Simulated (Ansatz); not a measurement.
Bulk crystal (HgTe) after relaxation:

```cif
data_structure
_symmetry_space_group_name_H-M 'P 1'
_symmetry_Int_Tables_number 1
_cell_length_a 4.6045
_cell_length_b 4.6045
_cell_length_c 4.6045
_cell_angle_alpha 60.000
_cell_angle_beta 60.000
_cell_angle_gamma 60.000
_cell_volume 69.03
loop_
_atom_site_label
_atom_site_type_symbol
_atom_site_fract_x
_atom_site_fract_y
_atom_site_fract_z
_atom_site_occupancy
Hg1 Hg 0.00000 0.00000 0.00000 1
Te1 Te 0.25000 0.25000 0.25000 1
```

Miller indices refer to the conventional cell of F-43m (No. 216), a = 6.512 Å, b = 6.512 Å, c = 6.512 Å, α = 90.00°, β = 90.00°, γ = 90.00°.

The (100) slab of 9 planes, 13.0 Å thick with 15 Å of vacuum as cut; outer planes Te (top) and Te (bottom).

All numbers below come from DFT PBEsol, scalar-relativistic, plane waves, PAW in Ansatz 0.2.0. Settings: cutoff 420 eV, Γ-centred mesh 8×8×1 on the computed 9-atom cell, Gaussian smearing of 0.10 eV; no spin polarisation. A dipole correction removes the field between periodic images along c.

The slab isn't stoichiometric (Hg4Te5), so its surface energy depends on the chemical potentials; it is given with the excess atoms taken from the elements' standard states. The work function is left out: read from the slab's Fermi level and from the bulk's it differs by over 0.3 eV, so the slab is too thin for it.

With the atoms at the bulk's places:

For the slab as cut, the surface energy in the limit rich in the excess atoms' elements is 0.76 J/m².

(1) What changes when all atoms relax?

Slabs this thin can still miss converged surface energies by a few hundredths of a J/m² and work functions by about a tenth of an eV. Other terminations of this plane can be more stable.

Spin-orbit coupling is left out, which matters for the bands of heavy elements.

Results:

(1) The energy falls by 0.026 J/m² a face, and the largest move is 0.09 Å.

```
Surface energy in the limit rich in the excess atoms' elements : 0.74 J/m²
```

| plane (bottom to top) | atoms | spacing to next, bulk (Å) | relaxed (Å) | change (%) |
| --- | --- | --- | --- | --- |
| 1 | Te | 1.628 | 1.483 | -8.9 |
| 2 | Hg | 1.628 | 1.716 | +5.4 |
| 3 | Te | 1.628 | 1.581 | -2.9 |
| 4 | Hg | 1.628 | 1.638 | +0.6 |
| 5 | Te | 1.628 | 1.638 | +0.6 |
| 6 | Hg | 1.628 | 1.581 | -2.9 |
| 7 | Te | 1.628 | 1.716 | +5.4 |
| 8 | Hg | 1.628 | 1.483 | -8.9 |
| 9 | Te |  |  |  |

The top two spacings change in opposite senses (-8.9 and +5.4 %).

Relaxation pulls the outer Te planes inward and sets up an alternating, damped pattern of contraction and expansion: -8.9, +5.4, -2.9 and +0.6 % from either face to the middle. Each surface Te has lost two of its four Hg neighbours, so the contraction probably reflects strengthened back-bonds, with the layers below adjusting to keep their own bond lengths reasonable. Because the lateral spacing is fixed, the bonds themselves shorten proportionally less than the interlayer distance.

The energy gain of only 0.026 J/m² a face doesn't show that the bulk-like termination is close to its best structure. With one atom per plane, the cell allows no pairing of neighbouring surface Te atoms, whose dangling orbitals are only partly filled. Dimerisation, a familiar response of anion-terminated zinc-blende (100) faces, could therefore lower the energy further. The quoted surface energy is also the most favourable value for this Te-excess slab: moving towards Hg-rich conditions raises it.
